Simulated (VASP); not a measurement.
# TiS2 in VASP: work function with PBE

Aim: the work function of TiS2 with PBE.

Everything below comes from runs of VASP 6.6.1. Logs are shortened: lines on timing, memory, paths and dates and some standing lists are left out, and cuts for length are marked.

## Step 1: The sheet as given

The cell holds a sheet with vacuum, 3 atoms: a = 3.367 Å, b = 3.367 Å, c = 18.860 Å, α = 90.00°, β = 90.00°, γ = 120.00°.

The cell was built by a generator and needn't be a form met in nature.

## Step 2: Work function, PBE, non-collinear spin, zero start, spin-orbit coupling

INCAR

```
SYSTEM = TiS2
  PREC = Accurate
  ENCUT = 520
  EDIFF = 1E-6
  ISMEAR = 0
  SIGMA = 0.08
  LREAL = .FALSE.
  LASPH = .TRUE.
  NELM = 80
  ALGO = Fast
  ISIF = 2
  LWAVE = .FALSE.
  LCHARG = .TRUE.
  MAGMOM = 0 0 0 0 0 0 0 0 0
  LORBIT = 11
  LSORBIT = .TRUE.
  GGA_COMPAT = .FALSE.
  LMAXMIX = 4
  LDIPOL = .TRUE.
  IDIPOL = 3
  DIPOL = 0.5 0.5 0.500
  GGA = PE
  LVHAR = .TRUE.
  LVACPOTAV = .TRUE.
  KPAR = 4
```

KPOINTS

```
regular mesh
0
G
  12 12 1
  0 0 0
```

POSCAR

```
TiS2                                    
1.0
    3.3669215111      0.0000000000      0.0000000000
   -1.6834607555      2.9158395583      0.0000000000
    0.0000000000      0.0000000000     18.8600000000
  S               Ti            
     2     1
Direct
     0.3333330000000032    0.6666669999999968    0.4239761565958380
     0.6666669999999968    0.3333330000000032    0.5760238434041621
     1.0000000000000000    0.0000000000000000    0.5000000000000000
```

Potentials or basis: VASP PAW PBE potentials, release 64 (S, Ti_sv).

On the command line:

```console
cat potpaw_PBE.64/S/POTCAR potpaw_PBE.64/Ti_sv/POTCAR > POTCAR
mpirun -np 4 vasp_ncl > vasp.out
```

OUTCAR:

```text
SYSTEM = TiS2
   PREC = Accurate
   ENCUT = 520
   EDIFF = 1E-6
   ISMEAR = 0
   LREAL = .FALSE.
   LASPH = .TRUE.
   NELM = 80
   ISIF = 2
   LORBIT = 11
   LSORBIT = .TRUE.
   GGA = PE

 ion  position               nearest neighbor table
   1  0.333  0.667  0.424-   3 2.42   3 2.42   3 2.42
   2  0.667  0.333  0.576-   3 2.42   3 2.42   3 2.42
   3  0.000  0.000  0.500-   1 2.42   2 2.42   1 2.42   2 2.42   2 2.42   1 2.42

  LATTYP: Found a hexagonal cell.
 ALAT       =     3.3669215111
 C/A-ratio  =     5.6015561806

  Lattice vectors:

 A1 = (   3.3669215111,   0.0000000000,   0.0000000000)
 A2 = (  -1.6834607555,   2.9158395583,   0.0000000000)
 A3 = (   0.0000000000,   0.0000000000,  18.8600000000)

Analysis of symmetry for initial positions (statically):
=====================================================================
 Subroutine PRICEL returns:
 Original cell was already a primitive cell.

 Routine SETGRP: Setting up the symmetry group for a
 hexagonal supercell.

 Subroutine GETGRP returns: Found 12 space group operations
 (whereof 12 operations were pure point group operations)
 out of a pool of 24 trial point group operations.

The static configuration has the point symmetry D_3d.

Analysis of symmetry for dynamics (positions and initial velocities):
=====================================================================
 Subroutine PRICEL returns:
 Original cell was already a primitive cell.

 Routine SETGRP: Setting up the symmetry group for a
 hexagonal supercell.

 Subroutine GETGRP returns: Found 12 space group operations
 (whereof 12 operations were pure point group operations)
 out of a pool of 24 trial point group operations.

The dynamic configuration has the point symmetry D_3d.

Analysis of structural, dynamic, and magnetic symmetry:
=====================================================================
 Subroutine PRICEL returns:
 Original cell was already a primitive cell.

 Routine SETGRP: Setting up the symmetry group for a
 hexagonal supercell.

 Subroutine GETGRP returns: Found 12 space group operations
 (whereof 12 operations were pure point group operations)
 out of a pool of 24 trial point group operations.

The overall configuration has the point symmetry D_3d.

 Subroutine INISYM returns: Found 12 space group operations
 (whereof 12 operations are pure point group operations),
 and found     1 'primitive' translations

----------------------------------------------------------------------------------------

                                     Primitive cell

  volume of cell :     185.1562

  direct lattice vectors                    reciprocal lattice vectors
     3.366921511  0.000000000  0.000000000     0.297007221  0.171477199  0.000000000
    -1.683460756  2.915839558  0.000000000     0.000000000  0.342954398  0.000000000
     0.000000000  0.000000000 18.860000000     0.000000000  0.000000000  0.053022269

  length of vectors
     3.366921511  3.366921509 18.860000000     0.342954398  0.342954398  0.053022269

  position of ions in fractional coordinates (direct lattice)
     0.333333000  0.666667000  0.423976157
     0.666667000  0.333333000  0.576023843
     0.000000000  0.000000000  0.500000000

  ion indices of the primitive-cell ions
   primitive index   ion index
                 1           1
                 2           2
                 3           3

----------------------------------------------------------------------------------------

 KPOINTS: regular mesh

Automatic generation of k-mesh.
[... 76 lines left out ...]
   EFERMI_NEDOS =   21; number of points for ismear=-14 and -15
   IALGO  =     68    algorithm
   IMIX   =      4    mixing-type and parameters
     AMIX     =   0.40;   BMIX     =  1.00
     AMIX_MAG =   1.60;   BMIX_MAG =  1.00
  volume/ion in A,a.u.               =      61.72       416.50
  Fermi-wavevector in a.u.,A,eV,Ry     =   0.828513  1.565662  9.339491  0.686433
  Thomas-Fermi vector in A             =   1.940901
   LORBIT       =     11    0 simple, 1 ext, 2 COOP (PROOUT), +10 PAW based schemes
   GGA     = PE    functional components
   LHFCALC =     F    Hartree Fock is set to
   AEXX    =    0.0000 exact exchange contribution
   IVDW    =     0    specifies the selected vdW correction
   LEPSILON=     F    determine dielectric tensor
   LRPA    =     F    only Hartree local field effects (RPA)
 RMM-DIIS sequential band-by-band and
 Gauss-broadening in eV      SIGMA  =   0.08
  energy-cutoff  :      520.00
  volume of cell :      185.16
 maximum number of plane-waves:     10014
 NGX is ok and might be reduce to    28
   NGX = 13   NGY = 13   NGZ = 71

 dipolmoment           0.000000      0.000000     -0.000000 electrons x Angstroem

 number of electron      24.0000002 magnetization       0.0000000      0.0000000      0.0000000

 number of electron      24.0000002 magnetization       0.0000000     -0.0000000      0.0000000

 number of electron      24.0000002 magnetization       0.0000000     -0.0000000     -0.0000000

 dipolmoment           0.000000      0.000000      0.000000 electrons x Angstroem

 Free energy of the ion-electron system (eV)
  ---------------------------------------------------
  ext. energy  EPLUGINS =         0.00000000
  ---------------------------------------------------
  free energy    TOTEN  =       -19.95312773 eV

  energy without entropy =      -19.95110013  energy(sigma->0) =      -19.95211393

 E-fermi :  -2.2732     XC(G=0):  -3.6782

 val. band max:       -2.5857580657   @ k =   0.0833   0.0000   0.0000
 cond. band min:      -2.2559045395   @ k =   0.5000   0.0000   0.0000
 fundamental gap:      0.3298535262
 Fermi energy:        -2.2731762310

 k-point     1 :       0.0000    0.0000    0.0000
  band No.  band energies     occupation
      1     -59.9024      1.00000
      2     -59.9024      1.00000
      3     -36.5326      1.00000
      4     -36.5326      1.00000
      5     -35.8982      1.00000
      6     -35.8982      1.00000
[... 654 lines left out ...]
     31       1.0329      0.00000
     32       1.0329      0.00000

------------------------ aborting loop because EDIFF is reached ----------------------------------------

  FORCE on cell =-STRESS in cart. coord.  units (eV):
  Direction    XX          YY          ZZ          XY          YZ          ZX
  --------------------------------------------------------------------------------------
  -------------------------------------------------------------------------------------
  Total        0.8725187      0.8725187      0.2160065      0.0000000     -0.0000000     -0.0000000
  in kB        7.5500009      7.5500009      1.8691283      0.0000000     -0.0000000     -0.0000000
  external PRESSURE =       5.6563767 kB  Pullay stress =       0.0000000 kB

 VOLUME and BASIS-vectors are now :
 -----------------------------------------------------------------------------
  energy-cutoff  :      520.00
  volume of cell :      185.16
      direct lattice vectors                 reciprocal lattice vectors
     3.366921511  0.000000000  0.000000000     0.297007221  0.171477199  0.000000000
    -1.683460756  2.915839558  0.000000000     0.000000000  0.342954398  0.000000000
     0.000000000  0.000000000 18.860000000     0.000000000  0.000000000  0.053022269

 POSITION                                       TOTAL-FORCE (eV/Angst)
 -----------------------------------------------------------------------------------
     -0.00000      1.94389      7.99619         0.000000     -0.000000     -0.083427
      1.68346      0.97195     10.86381        -0.000000      0.000000      0.083427
      0.00000      0.00000      9.43000         0.000000      0.000000      0.000000
 -----------------------------------------------------------------------------------
    total drift:                               -0.000000      0.000000      0.000000

  FREE ENERGIE OF THE ION-ELECTRON SYSTEM (eV)
  ---------------------------------------------------
  free  energy   TOTEN  =       -19.9531277337 eV

  energy  without entropy=      -19.9511001317  energy(sigma->0) =      -19.95211393

 vacuum level on the upper side and lower side of the slab         3.457         3.457

 Spin-Orbit-Coupling matrix elements

 Ion:    1  E_soc:     -0.0020493
 l=   1
     0.0000000    -0.0003387    -0.0003473
    -0.0003387     0.0000000    -0.0003387
    -0.0003473    -0.0003387     0.0000000
 l=   2
     0.0000000     0.0000000     0.0000000     0.0000000     0.0000000
     0.0000000     0.0000000     0.0000000     0.0000000     0.0000000
     0.0000000     0.0000000     0.0000000     0.0000000     0.0000000
     0.0000000     0.0000000     0.0000000     0.0000000     0.0000000
     0.0000000     0.0000000     0.0000000     0.0000000     0.0000000
 l=   3
     0.0000000     0.0000000     0.0000000     0.0000000     0.0000000     0.0000000     0.0000000
     0.0000000     0.0000000     0.0000000     0.0000000     0.0000000     0.0000000     0.0000000
     0.0000000     0.0000000     0.0000000     0.0000000     0.0000000     0.0000000     0.0000000
     0.0000000     0.0000000     0.0000000     0.0000000     0.0000000     0.0000000     0.0000000
[... 29 lines left out ...]
 l=   2
     0.0000000    -0.0000270     0.0000000    -0.0000270    -0.0000612
    -0.0000270     0.0000000    -0.0000546    -0.0000440    -0.0000270
     0.0000000    -0.0000546     0.0000000    -0.0000546     0.0000000
    -0.0000270    -0.0000440    -0.0000546     0.0000000    -0.0000270
    -0.0000612    -0.0000270     0.0000000    -0.0000270     0.0000000
 l=   3
     0.0000000     0.0000000     0.0000000     0.0000000     0.0000000     0.0000000     0.0000000
     0.0000000     0.0000000     0.0000000     0.0000000     0.0000000     0.0000000     0.0000000
     0.0000000     0.0000000     0.0000000     0.0000000     0.0000000     0.0000000     0.0000000
     0.0000000     0.0000000     0.0000000     0.0000000     0.0000000     0.0000000     0.0000000
     0.0000000     0.0000000     0.0000000     0.0000000     0.0000000     0.0000000     0.0000000
     0.0000000     0.0000000     0.0000000     0.0000000     0.0000000     0.0000000     0.0000000
     0.0000000     0.0000000     0.0000000     0.0000000     0.0000000     0.0000000     0.0000000

 total charge

# of ion       s       p       d       tot
------------------------------------------
    1        1.356   2.380   0.000   3.736
    2        1.356   2.380   0.000   3.736
    3        2.192   6.200   1.810  10.202
--------------------------------------------------
tot          4.904  10.959   1.810  17.674

 magnetization (x)

# of ion       s       p       d       tot
------------------------------------------
    1       -0.000  -0.000   0.000  -0.000
    2       -0.000   0.000   0.000   0.000
    3        0.000   0.000   0.000   0.000
--------------------------------------------------
tot         -0.000   0.000   0.000  -0.000

 magnetization (y)

# of ion       s       p       d       tot
------------------------------------------
    1        0.000   0.000   0.000   0.000
    2        0.000   0.000   0.000   0.000
    3        0.000   0.000   0.000   0.000
--------------------------------------------------
tot          0.000   0.000   0.000   0.000

 magnetization (z)

# of ion       s       p       d       tot
------------------------------------------
    1        0.000   0.000   0.000   0.000
    2        0.000   0.000   0.000   0.000
    3        0.000   0.000   0.000   0.000
--------------------------------------------------
tot          0.000   0.000   0.000   0.000
```

It took 3.6 min on 4 MPI ranks of Intel Xeon 6975P-C (Granite Rapids), shared host; peak memory 0.9 GiB.

What came out:

- Free energy: -19.9531 eV
- Largest force: 0.083 eV/Å
- Net moment: 0.00 μB per cell
- Valence electrons inside the program's atomic spheres: S 3.74; Ti 10.20
- Work function of the upper face: 5.73 eV
- Work function of the lower face: 5.73 eV

Forces on the atoms (eV/Å):
```
S    0.000  0.000 -0.083
S    0.000  0.000  0.083
Ti   0.000  0.000  0.000
```

Moments on the atoms (μB; x, y, z):
```
S   0.00 0.00 0.00
S   0.00 0.00 0.00
Ti  0.00 0.00 0.00
```
